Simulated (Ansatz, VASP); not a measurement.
## Nb in VASP and in Ansatz

Contents of INCAR:

```
SYSTEM = Nb
PREC = Accurate ; ENCUT = 520
EDIFF = 1E-6 ; ISMEAR = -1
SIGMA = 0.15 ; LREAL = .False.
LASPH = .True. ; NELM = 100
ALGO = Normal ; ISIF = 2
LWAVE = .False. ; LCHARG = .True.
GGA = PE ; LELF = .True.
LVHAR = .True. ; NBANDS = 12
```

File KPOINTS:

```
Automatic mesh
0
Gamma
  12 12 12
  0 0 0
```

File POSCAR:

```
Nb
1.0
    0.0000000000      2.1290070307      2.1290070307
    2.1290070307      0.0000000000      2.1290070307
    2.1290070307      2.1290070307      0.0000000000
Nb
1
Direct
    0.0000000000      0.0000000000      0.0000000000
```

Input for Ansatz:

```yaml
crystal:
  lattice:
    - [0.0, 2.1290070307196394, 2.1290070307196394]
    - [2.1290070307196394, 0.0, 2.1290070307196394]
    - [2.1290070307196394, 2.1290070307196394, 0.0]
  atoms:
    - { symbol: Nb, position: [0.0, 0.0, 0.0] }
basis:
  ecutwfc: 500.0
kpoints:
  mp_grid:
    grid: [12, 12, 12]
scf:
  occupations:
    method: fermi_dirac
    width: 0.15
output:
  stress: true
```

This isn't the form of Nb at room conditions, which is bcc.

Alike in both runs: task single point; functional PBE; k mesh 12 × 12 × 12; occupations fermi-dirac, width 0.15 eV; no spin polarisation.

|  | VASP | Ansatz |
| --- | --- | --- |
| version | VASP 6.6.1 | Ansatz 0.2.0 |
| potentials or method | VASP PAW PBE potentials, release 64 (Nb_sv) | plane waves, PAW |
| plane-wave cutoff (eV) | 520 | 500 |
| valence electrons in the cell | 13 | 13 |

|  | VASP | Ansatz | Ansatz less VASP |
| --- | --- | --- | --- |
| pressure (GPa) | -4.2 | -4.0 | +0.29 |
